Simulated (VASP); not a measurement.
Write the native input for VASP 6.6.1 that does the following.

* Task: relaxation of cell and atoms
* Functional: r2SCAN
* Potentials or basis: VASP PAW PBE potentials, release 64 (Te, Mo_sv)
* Cutoff: 600 eV
* k mesh: 9 × 9 × 2
* Occupations: gaussian, width 0.03 eV
* Spin: no spin polarisation
* Further INCAR settings: ALGO = Normal; EDIFF = 1e-06; IBRION = 2; EDIFFG = -0.01; NSW = 90; ISIF = 3

The structure of Te2Mo lies in POSCAR:

```
Te2Mo
1.0
    3.5182000000      0.0000000000      0.0000000000
   -1.7591000000      3.0468505756      0.0000000000
    0.0000000000      0.0000000000     13.9736000000
Te Mo
4 2
Direct
    0.3333333333      0.6666666667      0.6210000000
    0.6666666667      0.3333333333      0.1210000000
    0.3333333333      0.6666666667      0.8790000000
    0.6666666667      0.3333333333      0.3790000000
    0.3333333333      0.6666666667      0.2500000000
    0.6666666667      0.3333333333      0.7500000000
```

These files were run (other wordings do the same):

INCAR

```
PREC = Accurate
ENCUT = 600
EDIFF = 1E-6
ISMEAR = 0
SIGMA = 0.03
LREAL = F
LASPH = T
NELM = 80
ALGO = Normal
ISIF = 3
LWAVE = F
LCHARG = F
METAGGA = R2SCAN
LMIXTAU = T
IBRION = 2
NSW = 90
EDIFFG = -0.01
KPAR = 2
```

KPOINTS

```
Automatic mesh
0
Gamma
  9 9 2
```

Potentials or basis: VASP PAW PBE potentials, release 64 (Te, Mo_sv).

Command:

```console
$ cat potpaw_PBE.64/Te/POTCAR potpaw_PBE.64/Mo_sv/POTCAR > POTCAR
$ mpirun -np 2 vasp_std > vasp.out
```

It gave:

The relaxed volume is 27.02 Å³/atom and the relaxed cell is a = 3.564 Å, b = 3.564 Å, c = 14.743 Å, α = 90.00°, β = 90.00°, γ = 120.00°. The space group after relaxing (to 0.05 Å) is P6_3/mmc (No. 194) and the energy gained by relaxing is 13.0 meV/atom. The ionic steps are 13 and the pressure after relaxing is 0.0 GPa. The largest force after relaxing is 0.004 eV/Å and the band gap on the k mesh is 1.06 eV, indirect (least direct gap 1.07 eV).

Caveat: the PAW data sets were made with another functional, which shifts forces and pressure a little; spin-orbit coupling is left out, which moves the levels of the heavy elements; an odd mesh through Γ misses points on the zone boundary, where band edges often lie.

Run time: 23 min on 2 MPI ranks on Intel(R) Xeon(R) 6975P-C (Granite Rapids) (shared host), peak memory 0.41 GiB a rank.
